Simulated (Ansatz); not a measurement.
# C: the cost of one run

Method: DFT PBEsol, scalar-relativistic, plane waves, PAW, in Ansatz 0.2.0.

3 further runs of the same task are left out: 3 set aside as unsound or not needed.

### 1 The structure to begin with

Symmetry: C2/m, No. 12, monoclinic system. The conventional cell has a = 4.259 Å, b = 2.459 Å, c = 3.891 Å, α = 90.00°, β = 111.25°, γ = 90.00°. C (site symmetry m) is surrounded by 3 C at 1.42 Å.

Cell or atoms stand a little off a more symmetric structure (R-3m at a tolerance of 0.3 Å), so results at this geometry aren't those of that ideal crystal.

Structure file:

```xyz
2
Lattice="2.1294 -1.2294 -0.0089 2.1294 1.2294 -0.0089 -1.3950 0.0000 3.6324" Properties=species:S:1:pos:R:3 pbc="T T T"
C     3.5490    0.0000   -0.0146
C    -0.6852    0.0000    3.6293
```

It goes back to an entry of the Materials Project, which need not be the stable form.

It is the result of an earlier relaxation at this level (volume 9.49 Å³/atom; gap on the mesh: 0.89 eV).

Bulk energy on matching settings, from an earlier run: -246.6913 eV/atom.

### 2 The (101) slab

Miller indices refer to the conventional cell of the relaxed bulk, C2/m (No. 12): a = 4.259 Å, b = 2.459 Å, c = 3.891 Å, α = 90.00°, β = 111.25°, γ = 90.00°.

Cut from the relaxed bulk: a (101) slab, 10.7 Å thick as cut, with 15 Å of vacuum; its outer planes are C (top) and C (bottom).

The slab as cut. Its planes from the bottom up:

```
plane  atoms per cell  height over the lowest (Å)
    1               C                        0.00
    2               C                        0.38
    3               C                        1.15
    4               C                        1.53
    5               C                        2.30
    6               C                        2.68
    7               C                        3.44
    8               C                        3.83
    9               C                        4.59
   10               C                        4.97
   11               C                        5.74
   12               C                        6.12
   13               C                        6.89
   14               C                        7.27
   15               C                        8.03
   16               C                        8.42
   17               C                        9.18
   18               C                        9.56
   19               C                       10.33
   20               C                       10.71
```

### 3 The slab as cut, atoms at the bulk's places

The cell repeats along c, and a dipole correction in the vacuum removes the field between the copies.

input.yaml

```yaml
crystal:
  lattice:
    - [2.4588631543, 0.0, 0.0]
    - [0.0, 6.7297643143, 0.0]
    - [0.0, 0.0, 25.7104541832]
  atoms:
    - { symbol: C, position: [0.5, 0.6445927086, 0.2917101326] }
    - { symbol: C, position: [0.0, 0.5557666168, 0.306597353] }
    - { symbol: C, position: [0.0, 0.3780458171, 0.3363426342] }
    - { symbol: C, position: [0.5, 0.2892197253, 0.3512298546] }
    - { symbol: C, position: [0.5, 0.1114989255, 0.3809751358] }
    - { symbol: C, position: [0.0, 0.0226728338, 0.3958623562] }
    - { symbol: C, position: [0.0, 0.844952034, 0.4256076374] }
    - { symbol: C, position: [0.5, 0.7561259422, 0.4404948578] }
    - { symbol: C, position: [0.5, 0.5784051425, 0.470240139] }
    - { symbol: C, position: [0.0, 0.4895790507, 0.4851273594] }
    - { symbol: C, position: [0.0, 0.311858251, 0.5148726406] }
    - { symbol: C, position: [0.5, 0.2230321592, 0.529759861] }
    - { symbol: C, position: [0.5, 0.0453113594, 0.5595051422] }
    - { symbol: C, position: [0.0, 0.9564852677, 0.5743923626] }
    - { symbol: C, position: [0.0, 0.7787644679, 0.6041376438] }
    - { symbol: C, position: [0.5, 0.6899383761, 0.6190248642] }
    - { symbol: C, position: [0.5, 0.5122175764, 0.6487701454] }
    - { symbol: C, position: [0.0, 0.4233914846, 0.6636573658] }
    - { symbol: C, position: [0.0, 0.2456706848, 0.693402647] }
    - { symbol: C, position: [0.5, 0.1568445931, 0.7082898674] }
basis:
  ecutwfc: 420
kpoints:
  mp_grid: { grid: [11, 4, 1] }
hamiltonian:
  xc: pbesol
scf:
  occupations: { method: gaussian, width: 0.05 }
output:
  forces: true
  stress: true
  eigenvalues: true
  write_density: true
  write_potential: true
  elf: true
  volumetric_format: npy
efield:
  axis: 3
  dipole_correction: true
  ramp_width: 0.04
```

Command:

```
ansatz run input.yaml --threads 2 --pin off --max-ram 5120MiB --backend cpu --events-out ev --progress --plain --runs-dir out
```

**Question.** How long does this run take on 2 threads of Intel Xeon 6975P-C (Granite Rapids), shared host, and how much memory does it need?

About 23 s, with a peak of 0.82 GiB.
